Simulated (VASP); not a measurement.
# InAs (Fm-3m) in VASP: a series of runs

Runs on InAs. Level: PBE. Tasks: single point.

Program: VASP 6.6.1. These are calculated values, not measurements. Logs are shortened: lines on timing, memory, paths and dates and some standing lists are left out, and cuts for length are marked.

### 1 The structure

Symmetry: Fm-3m, No. 225, cubic system. Conventional cell: a = 5.755 Å, b = 5.755 Å, c = 5.755 Å, α = 90.00°, β = 90.00°, γ = 90.00°. Around In (site symmetry m-3m) lie 6 As at 2.88 Å. As (site symmetry m-3m) is surrounded by 6 In at 2.88 Å.

Measurements of this composition are mostly on another form, of space group No. 216.

### 2 Single point, PBE, spin-orbit coupling, no magnetisation

Contents of INCAR:

```
  PREC = Accurate
  ENCUT = 400
  EDIFF = 1E-7
  ISMEAR = 0
  SIGMA = 0.2
  LREAL = False
  LASPH = True
  NELM = 100
  ALGO = Normal
  ISIF = 2
  LWAVE = False
  LCHARG = False
  MAGMOM = 0 0 0 0 0 0
  LORBIT = 11
  LSORBIT = True
  GGA_COMPAT = False
  GGA = PE
  NBANDS = 34
```

Contents of KPOINTS:

```
regular mesh
0
Gamma
  7 7 7
```

Contents of POSCAR:

```
InAs
1.0
    0.0000000000      2.8773040000      2.8773040000
    2.8773040000      0.0000000000      2.8773040000
    2.8773040000      2.8773040000      0.0000000000
In As
1 1
Direct
    0.5000000000      0.5000000000      0.5000000000
    0.0000000000      0.0000000000      0.0000000000
```

Potentials or basis: VASP PAW PBE potentials, release 64 (In_d, As).

Started as:

```
$ cat potpaw_PBE.64/In_d/POTCAR potpaw_PBE.64/As/POTCAR > POTCAR
$ mpirun -np 1 vasp_ncl > vasp.out
```

OUTCAR:

```text
PREC = Accurate
   ENCUT = 400
   EDIFF = 1E-7
   ISMEAR = 0
   LREAL = False
   LASPH = True
   NELM = 100
   ISIF = 2
   LORBIT = 11
   LSORBIT = True
   GGA = PE

 Found     20 irreducible k-points:

 Following reciprocal coordinates:
            Coordinates               Weight
  0.000000  0.000000  0.000000      1.000000
  0.142857  0.000000  0.000000      8.000000
  0.285714  0.000000  0.000000      8.000000
  0.428571  0.000000  0.000000      8.000000
  0.142857  0.142857  0.000000      6.000000
  0.285714  0.142857  0.000000     24.000000
   k-points           NKPTS =     20   k-points in BZ     NKDIM =     20   number of bands    NBANDS=     34
   number of dos      NEDOS =    301   number of ions     NIONS =      2
   total plane-waves  NPLWV =  21952
   dimension x,y,z NGX =    28 NGY =   28 NGZ =   28
   dimension x,y,z NGXF=    56 NGYF=   56 NGZF=   56
   ions per type =               1   1
   NGX,Y,Z   is equivalent  to a cutoff of  11.44, 11.44, 11.44 a.u.
   NGXF,Y,Z  is equivalent  to a cutoff of  22.88, 22.88, 22.88 a.u.
 SYSTEM =  unknown system
   PREC   = accura    normal or accurate (medium, high low for compatibility)
   ISTART =      0    job   : 0-new  1-cont  2-samecut
   ICHARG =      2    charge: 1-file 2-atom 10-const
   ISPIN  =      1    spin polarized calculation?
   LNONCOLLINEAR =      T non collinear calculations
   LSORBIT =      T    spin-orbit coupling
   LASPH  =      T    aspherical Exc in radial PAW
   ENCUT  =  400.0 eV  29.40 Ry    5.42 a.u.   6.64  6.64  6.64*2*pi/ulx,y,z
   NELM   =    100;   NELMIN=  2; NELMDL= -5     # of ELM steps
   EDIFF  = 0.1E-06   stopping-criterion for ELM
   LREAL  =      F    real-space projection
   EDIFFG = 0.1E-05   stopping-criterion for IOM
   NSW    =      0    number of steps for IOM
   IBRION =     -1    ionic relax: 0-MD 1-quasi-New 2-CG
   NFREE  =      0    steps in history (QN), initial steepest desc. (CG)
   ISIF   =      2    stress and relaxation
   ISYM   =      2    0-nonsym 1-usesym 2-fastsym
   POTIM  = 0.5000    time-step for ionic-motion
   TEBEG  =    0.0;   TEEND  =   0.0 temperature during run
   PSTRESS=    0.0 pullay stress
   NELECT =      18.0000    total number of electrons
   NUPDOWN=      -1.0000    fix difference up-down
   EMIN   =  10.00;   EMAX   =-10.00  energy-range for DOS
   EFERMI =   0.00;   METHOD = LEGACY
   ISMEAR =     0;   SIGMA  =   0.20  broadening in eV -4-tet -1-fermi 0-gaus
   EFERMI_NEDOS =   21; number of points for ismear=-14 and -15
   IALGO  =     38    algorithm
   IMIX   =      4    mixing-type and parameters
     AMIX     =   0.40;   BMIX     =  1.00
     AMIX_MAG =   1.60;   BMIX_MAG =  1.00
  volume/ion in A,a.u.               =      23.82       160.75
  Fermi-wavevector in a.u.,A,eV,Ry     =   1.183505  2.236499 19.057448  1.400683
  Thomas-Fermi vector in A             =   2.319738
   LORBIT       =     11    0 simple, 1 ext, 2 COOP (PROOUT), +10 PAW based schemes
   GGA     = PE    functional components
   LHFCALC =     F    Hartree Fock is set to
   AEXX    =    0.0000 exact exchange contribution
   IVDW    =     0    specifies the selected vdW correction
   LEPSILON=     F    determine dielectric tensor
   LRPA    =     F    only Hartree local field effects (RPA)
 Gauss-broadening in eV      SIGMA  =   0.20
  energy-cutoff  :      400.00
  volume of cell :       47.64
 maximum number of plane-waves:      1786
   NGX = 13   NGY = 13   NGZ = 13

 number of electron      18.0000000 magnetization       0.0000000      0.0000000      0.0000000

 number of electron      18.0000007 magnetization      -0.0000000      0.0000000      0.0000000

 number of electron      18.0000007 magnetization       0.0000000     -0.0000000     -0.0000000

 Free energy of the ion-electron system (eV)
  ---------------------------------------------------
  ext. energy  EPLUGINS =         0.00000000
  ---------------------------------------------------
  free energy    TOTEN  =        -7.39273747 eV

  energy without entropy =       -7.37393406  energy(sigma->0) =       -7.38333576

 E-fermi :   5.9941     XC(G=0): -10.0955

 val. band max:        5.9672388453   @ k =   0.4286   0.0000   0.0000
 cond. band min:       5.9949217586   @ k =   0.2857   0.0000   0.0000
 fundamental gap:      0.0276829133
 Fermi energy:         5.9940809845

 k-point     1 :       0.0000    0.0000    0.0000
  band No.  band energies     occupation
      1      -8.8836      1.00000
      2      -8.8836      1.00000
      3      -8.8836      1.00000
      4      -8.8836      1.00000
      5      -8.0373      1.00000
      6      -8.0373      1.00000
[... 22 lines left out ...]
     29      13.6427      0.00000
     30      13.6427      0.00000

 k-point     2 :       0.1429    0.0000    0.0000
  band No.  band energies     occupation
      1      -8.8860      1.00000
      2      -8.8860      1.00000
      3      -8.8808      1.00000
      4      -8.8808      1.00000
      5      -8.0455      1.00000
      6      -8.0455      1.00000
[... 22 lines left out ...]
     29      13.7328      0.00000
     30      13.7328      0.00000

 k-point     3 :       0.2857    0.0000    0.0000
  band No.  band energies     occupation
      1      -8.8919      1.00000
      2      -8.8919      1.00000
      3      -8.8753      1.00000
      4      -8.8753      1.00000
      5      -8.0644      1.00000
      6      -8.0644      1.00000
[... 22 lines left out ...]
     29      15.0637      0.00000
     30      15.0637      0.00000

 k-point     4 :       0.4286    0.0000    0.0000
  band No.  band energies     occupation
      1      -8.8973      1.00000
      2      -8.8973      1.00000
      3      -8.8717      1.00000
      4      -8.8717      1.00000
      5      -8.0796      1.00000
      6      -8.0796      1.00000
[... 22 lines left out ...]
     29      17.0232      0.00000
     30      17.0232      0.00000

 k-point     5 :       0.1429    0.1429    0.0000
  band No.  band energies     occupation
      1      -8.8875      1.00000
      2      -8.8875      1.00000
      3      -8.8813      1.00000
      4      -8.8813      1.00000
      5      -8.0511      1.00000
      6      -8.0511      1.00000
[... 22 lines left out ...]
     29      15.0010      0.00000
     30      15.0010      0.00000

 k-point     6 :       0.2857    0.1429    0.0000
  band No.  band energies     occupation
      1      -8.8954      1.00000
      2      -8.8954      1.00000
      3      -8.8784      1.00000
      4      -8.8784      1.00000
      5      -8.0703      1.00000
      6      -8.0703      1.00000
[... 22 lines left out ...]
     29      15.7316      0.00000
     30      15.7316      0.00000

 [... further k-points ...]

 [bands above 30 left out]

------------------------ aborting loop because EDIFF is reached ----------------------------------------

  FORCE on cell =-STRESS in cart. coord.  units (eV):
  Direction    XX          YY          ZZ          XY          YZ          ZX
  --------------------------------------------------------------------------------------
  -------------------------------------------------------------------------------------
  Total       -0.0364973     -0.0364973     -0.0364973      0.0000000      0.0000000     -0.0000000
  in kB       -1.2273946     -1.2273946     -1.2273946      0.0000000      0.0000000     -0.0000000
  external PRESSURE =      -1.2273946 kB  Pullay stress =       0.0000000 kB

 VOLUME and BASIS-vectors are now :
 -----------------------------------------------------------------------------
  energy-cutoff  :      400.00
  volume of cell :       47.64
      direct lattice vectors                 reciprocal lattice vectors
     0.000000000  2.877304000  2.877304000    -0.173773783  0.173773783  0.173773783
     2.877304000  0.000000000  2.877304000     0.173773783 -0.173773783  0.173773783
     2.877304000  2.877304000  0.000000000     0.173773783  0.173773783 -0.173773783

 POSITION                                       TOTAL-FORCE (eV/Angst)
 -----------------------------------------------------------------------------------
      2.87730      2.87730      2.87730         0.000000      0.000000      0.000000
      0.00000      0.00000      0.00000        -0.000000     -0.000000     -0.000000
 -----------------------------------------------------------------------------------
    total drift:                                0.000000      0.000000      0.000000

  FREE ENERGIE OF THE ION-ELECTRON SYSTEM (eV)
  ---------------------------------------------------
  free  energy   TOTEN  =        -7.3927374667 eV

  energy  without entropy=       -7.3739340572  energy(sigma->0) =       -7.38333576

 Spin-Orbit-Coupling matrix elements

 Ion:    1  E_soc:     -0.0675250
 l=   1
     0.0000000    -0.0050100    -0.0050100
    -0.0050100     0.0000000    -0.0050100
    -0.0050100    -0.0050100     0.0000000
 l=   2
     0.0000000    -0.0012705     0.0000000    -0.0012705    -0.0049737
    -0.0012705     0.0000000    -0.0037303    -0.0012705    -0.0012434
     0.0000000    -0.0037303     0.0000000    -0.0037303     0.0000000
    -0.0012705    -0.0012705    -0.0037303     0.0000000    -0.0012434
    -0.0049737    -0.0012434     0.0000000    -0.0012434     0.0000000
 l=   3
     0.0000000     0.0000000     0.0000000     0.0000000     0.0000000     0.0000000     0.0000000
     0.0000000     0.0000000     0.0000000     0.0000000     0.0000000     0.0000000     0.0000000
     0.0000000     0.0000000     0.0000000     0.0000000     0.0000000     0.0000000     0.0000000
     0.0000000     0.0000000     0.0000000     0.0000000     0.0000000     0.0000000     0.0000000
     0.0000000     0.0000000     0.0000000     0.0000000     0.0000000     0.0000000     0.0000000
     0.0000000     0.0000000     0.0000000     0.0000000     0.0000000     0.0000000     0.0000000
     0.0000000     0.0000000     0.0000000     0.0000000     0.0000000     0.0000000     0.0000000

 Ion:    2  E_soc:     -0.0330007
 l=   1
     0.0000000    -0.0055015    -0.0055015
    -0.0055015     0.0000000    -0.0055015
    -0.0055015    -0.0055015     0.0000000
 l=   2
     0.0000000    -0.0000009     0.0000000    -0.0000009     0.0000023
    -0.0000009     0.0000000     0.0000017    -0.0000009     0.0000006
     0.0000000     0.0000017     0.0000000     0.0000017     0.0000000
    -0.0000009    -0.0000009     0.0000017     0.0000000     0.0000006
     0.0000023     0.0000006     0.0000000     0.0000006     0.0000000
 l=   3
     0.0000000     0.0000000     0.0000000     0.0000000     0.0000000     0.0000000     0.0000000
     0.0000000     0.0000000     0.0000000     0.0000000     0.0000000     0.0000000     0.0000000
     0.0000000     0.0000000     0.0000000     0.0000000     0.0000000     0.0000000     0.0000000
     0.0000000     0.0000000     0.0000000     0.0000000     0.0000000     0.0000000     0.0000000
     0.0000000     0.0000000     0.0000000     0.0000000     0.0000000     0.0000000     0.0000000
     0.0000000     0.0000000     0.0000000     0.0000000     0.0000000     0.0000000     0.0000000
     0.0000000     0.0000000     0.0000000     0.0000000     0.0000000     0.0000000     0.0000000

 total charge

# of ion       s       p       d       tot
------------------------------------------
    1        0.878   0.557   9.879  11.315
    2        1.264   1.438   0.023   2.725
--------------------------------------------------
tot          2.143   1.995   9.902  14.040

 magnetization (x)

# of ion       s       p       d       tot
------------------------------------------
    1        0.000   0.000   0.000   0.000
    2        0.000   0.000   0.000   0.000
--------------------------------------------------
tot          0.000   0.000   0.000   0.000

 magnetization (y)

# of ion       s       p       d       tot
------------------------------------------
    1        0.000   0.000   0.000   0.000
    2        0.000   0.000   0.000   0.000
--------------------------------------------------
tot          0.000   0.000   0.000   0.000

 magnetization (z)

# of ion       s       p       d       tot
------------------------------------------
    1        0.000   0.000   0.000   0.000
    2        0.000   0.000   0.000   0.000
--------------------------------------------------
tot          0.000   0.000   0.000   0.000
```

It took 40 s on 1 thread of Intel Xeon Platinum 8488C (Sapphire Rapids), shared host; peak memory 0.25 GiB.

The run converged, but some of its settings lie outside the range that counts as converged, so its numbers aren't taken as properties of the crystal.

What came out:

| Item | Value |
| --- | --- |
| Free energy | -7.3927 eV |
| Pressure | -0.1 GPa |
| Valence electrons inside the program's atomic spheres | In 11.31; As 2.73 |

### 3 Single point, PBE, spin-orbit coupling, no magnetisation

Edit INCAR of step 2 so:

```diff
@@ -1,6 +1,6 @@
   PREC = Accurate
-  ENCUT = 400
+  ENCUT = 460
   EDIFF = 1E-7
   ISMEAR = 0
-  SIGMA = 0.2
+  SIGMA = 0.02
   LREAL = False
```

KPOINTS is that of step 2.

POSCAR is that of step 2.

Potentials or basis: VASP PAW PBE potentials, release 64 (In_d, As).

Started as:

```
$ cat potpaw_PBE.64/In_d/POTCAR potpaw_PBE.64/As/POTCAR > POTCAR
$ mpirun -np 1 vasp_ncl > vasp.out
```

Run time: 43 s. Hardware: 1 thread of Intel Xeon Platinum 8488C (Sapphire Rapids), shared host; peak memory 0.25 GiB.

The run converged, but some of its settings lie outside the range that counts as converged, so its numbers aren't taken as properties of the crystal.

What came out:

| Property | Result |
| --- | --- |
| Free energy | -7.3851 eV |
| Pressure | -0.1 GPa |
| Valence electrons inside the program's atomic spheres | In 11.31; As 2.73 |

### 4 For comparison

An earlier run on the cell as given: functional PBE; potentials or basis VASP PAW PBE potentials, release 64 (In_d, As); cutoff 520 eV; k mesh 8 × 8 × 8; occupations fermi-dirac, width 0.05 eV; no spin polarisation.

* Pressure: 0.0 GPa
* Band gap on the k mesh: none (metal or under the smearing width)
